Relaxations of rock-salt PbSe in VASP 6.6.1, using DFT with D4 dispersion, PBE PAW potentials, a 600 eV cutoff, an 8×8×8 k mesh and Fermi–Dirac smearing of 0.05 eV, without spin–orbit coupling. Cell shape, volume and atomic positions were all relaxed. Volume changes are relative to the common starting cell; a, b and c are edges of the two-atom primitive cell.

| functional | volume change (%) | relaxed length a (Å) | relaxed length b (Å) | relaxed length c (Å) |
| --- | --- | --- | --- | --- |
| PBE | 0.600 | 4.337 | 4.337 | 4.337 |
| PBEsol | -3.200 | 4.282 | 4.282 | 4.282 |
| revPBE | 0.640 | 4.338 | 4.338 | 4.338 |
| RPBE | 0.540 | 4.336 | 4.336 | 4.336 |
| BLYP | 10.660 | 4.477 | 4.477 | 4.477 |

**The start: PBE**

The volume change compares each relaxed cell with the common starting cell. The relaxed lengths a, b and c are the edges of the primitive cell, which holds one Pb and one Se. They stay equal in every row, and the volumes fit unchanged angles between them, so the crystal keeps its cubic rock-salt shape and only its size responds to the functional. Multiplying a length by $\sqrt2$ gives the edge of the familiar cube, for PBE $4.337\sqrt2 = 6.133$ Å.

PBE enlarges the cell by 0.6 %, which in length is only about 0.2 %. This small number is the balance of two large influences. The density functional itself decides how strongly the atoms bind and repel at contact. The D4 correction adds an attraction between pairs of atoms that reaches well beyond the nearest neighbours. In PBE it contributes $-0.79$ eV per two-atom cell, far too much to be a finishing touch.

**Down to PBEsol: a gentler exchange term**

PBEsol ends 3.8 percentage points of volume below PBE. It has the same mathematical form as PBE, with smaller gradient terms. The difference in exchange can be followed with a formula short enough to work by hand.

Both functionals start from the exchange energy of a uniform electron gas and multiply it, point by point, by an enhancement factor

$$F(s)=1+\frac{\kappa\mu s^2}{\kappa+\mu s^2}.$$

Here $s$ is the reduced gradient, which measures how fast the density changes on the scale of the local electron wavelength. The constant $\mu$ sets how quickly $F$ grows at small gradients, and $\kappa$ sets where it levels off. Exchange energy is negative, so a larger $F$ lowers the energy.

This ties the factor to the size of the crystal. When atoms move apart, the density between them thins out and the reduced gradient there rises. A functional whose $F$ climbs steeply rewards that separation and so prefers a larger cell. One whose $F$ climbs gently lets the atoms sit closer together.

As a measure of steepness, take the rise of $F$ from $s=0.5$ to $s=2$, a range chosen to represent the outer parts of atoms where they meet. For PBE, with $\mu=0.22$ and $\kappa=0.80$,

$$F(2)-F(0.5)=\frac{0.80\times0.88}{0.80+0.88}-\frac{0.80\times0.055}{0.80+0.055}\approx0.42-0.05=0.37.$$

PBEsol keeps $\kappa$ but lowers $\mu$ to 0.12, and the same steps give 0.27. The constants belong to the functionals and owe nothing to the cells in the table. The estimate therefore points to a smaller PBEsol cell, in line with the table, although it gives a direction and no volume.

The D4 attraction works against this result. It is weaker with PBEsol than with PBE, $-0.48$ against $-0.79$ eV per cell, and a weaker attraction by itself would leave the crystal larger. PBEsol nevertheless has the smallest cell of the five. The change in the functional outweighs the change in the correction.

**revPBE and RPBE: different parts, the same sum**

The next two rows return to the PBE cell. The three volumes span only 0.1 percentage point. Small pressures remain at the end of the relaxations, the largest about 0.03 GPa; with a bulk modulus of roughly 50 GPa, this alone stands for about 0.06 % of the volume. PBE, revPBE and RPBE are therefore tied for practical purposes, and differences this small are not interpreted here.

The tie is surprising when the functionals are judged by their exchange. revPBE raises the ceiling $\kappa$, while RPBE approaches the old ceiling along a faster, exponential curve. The rise of $F$ over the same range becomes 0.46 for revPBE and 0.48 for RPBE, against 0.37 for PBE. On exchange alone, both cells should be clearly larger than that of PBE.

The D4 energies show what has changed alongside. They grow from $-0.79$ eV for PBE to $-1.23$ eV for revPBE and $-1.45$ eV for RPBE, per two-atom cell. Since the atoms sit at practically the same distances in all three rows, geometry cannot account for this near doubling. It comes from the parameters of the correction, which are adjusted separately for each functional.

That adjustment is made on molecules. A functional that holds molecules too far apart, or binds them too weakly, needs a stronger pair attraction to reach the reference energies. revPBE and RPBE are of this kind, and they carry the stronger correction into the crystal. There it pulls the atoms together about as much as the steeper exchange pushes them apart. This cancellation is inferred from the D4 energies and from the known behaviour of the bare functionals.

The same list of functionals without any dispersion correction makes a useful neighbour. In such a series revPBE and RPBE are known to give larger cells than PBE, while PBEsol gives smaller ones. Adding D4 closes the gap for the first two, because their cells start out larger and are pulled in harder. For PBEsol, the gap could close only if D4 shrank the PBE cell much more than the PBEsol cell. The correction is indeed stronger in PBE, but the table shows that a clear gap remains.

The constant $\mu$ suggests a further reason. PBE, revPBE and RPBE share the same $\mu$, so their factors start out alike and separate only at larger gradients. Those larger gradients occur where the outer shells of neighbouring atoms or molecules overlap, which is the region that a correction trained on molecules can learn to mend. PBEsol differs already at small gradients, which occur throughout the denser parts of the crystal, and a pair attraction is a poor substitute for a change there. This reading fits the four rows, but it remains a plausible argument.

The balance between exchange and dispersion also depends on the material and on the version of the correction. With D3(BJ), a close relative of D4, RPBE is known to shrink metals far too much. There the attraction overshoots the repulsion that it was meant to offset. The good match in PbSe belongs to this combination of functional, correction and crystal.

**The last row: BLYP breaks the pattern**

BLYP expands the cell by 10.7 %. Its volume is about 10 % larger than that of RPBE, and each Pb–Se contact is longer by 0.10 Å. No other step in the table comes near this size.

A feeble dispersion term would be the obvious suspect, but the energies speak against it. BLYP and RPBE have the same D4 energy, $-1.45$ eV per cell, to within a thousandth of an electronvolt. BLYP reaches it although its atoms are farther apart, where a pair attraction would normally have weakened. Equal energies need not mean equal pulls, because the pull depends on how fast the energy changes with distance. A weaker pull at the same energy could therefore add to the expansion, and these runs do not separate that part. Still, BLYP clearly has no shortage of dispersion energy.

The exchange estimate fails here as well. BLYP uses Becke's exchange, whose factor rises by 0.41 over the chosen range. That is less than for RPBE, which has the same D4 energy. By this estimate BLYP should have a slightly smaller cell than RPBE, not a far larger one.

At small gradients Becke's factor does climb faster, with a coefficient of about 0.27 in place of the 0.22 of PBE. This favours a larger cell, but only modestly. The coefficient moves by half as much as it does between PBEsol and PBE, whereas the volume moves more than twice as far. Exchange may contribute to the expansion, yet it is unlikely to carry most of it.

The other half of the functional is the more likely source. The correlation part of PBE, revPBE and RPBE is built to be exact for a uniform electron gas, and PBEsol keeps that limit. The Lee–Yang–Parr correlation in BLYP descends from a description of the helium atom and does not have this limit. It serves molecules well, but the valence electrons of a solid are spread more evenly, and BLYP is known to bind solids too weakly and to make their cells too large, especially with heavy elements. A telling neighbour is BP86, which keeps Becke's exchange but uses a different correlation part. It is known to give lattice constants much nearer to those of PBE. Assigning the jump in PbSe mainly to correlation rests on this general knowledge and on the weakness of the other explanations. A direct test would be to relax PbSe with BP86 and with BLYP, both without D4, so that only the correlation part differs. The runs also use potentials made for PBE in every row. This is an approximation for BLYP, unlikely to cause so large a jump but not tested here.

The D4 correction cannot be expected to repair such a fault. Its parameters were adjusted so that BLYP plus D4 describes molecules, where the correlation part does comparatively well. An error that appears mainly in the extended solid is hardly visible in that training. The correction therefore contributes a large energy and still leaves the crystal too large.

**Reading the column as a whole**

On this reading, the table sorts the functionals by how they treat the dense, slowly varying parts of the crystal. PBEsol has the gentlest exchange there and gives the smallest cell. The three functionals that share PBE's small-gradient exchange and correlation share its cell once each has its own D4 term. BLYP departs from them somewhat in exchange and more deeply in correlation, and ends far outside.

For anyone who needs a density or a lattice match, the choice of functional matters much more here than the last digit of the relaxation. The primitive edge ranges from 4.282 Å with PBEsol to 4.477 Å with BLYP, a difference of 4.6 % relative to the smaller value. The dispersion parameters must also belong to the functional in use. Combining RPBE with the weaker correction made for PBE would remove much of the attraction that holds its cell in place.

The agreement of PBE, revPBE and RPBE should not be counted as three independent confirmations. They are close relatives, each supplied with a correction tuned towards the same kind of target. Their common cell does lie near the starting one, which is close to the crystal measured at room temperature. The calculations, however, leave out thermal expansion, and a cold crystal is somewhat smaller. A fair comparison would therefore move the target towards PBEsol and away from the other four. Spin-orbit coupling is also left out in every row, although lead is a heavy element. It usually changes a lattice constant only little, but these runs do not test its effect.
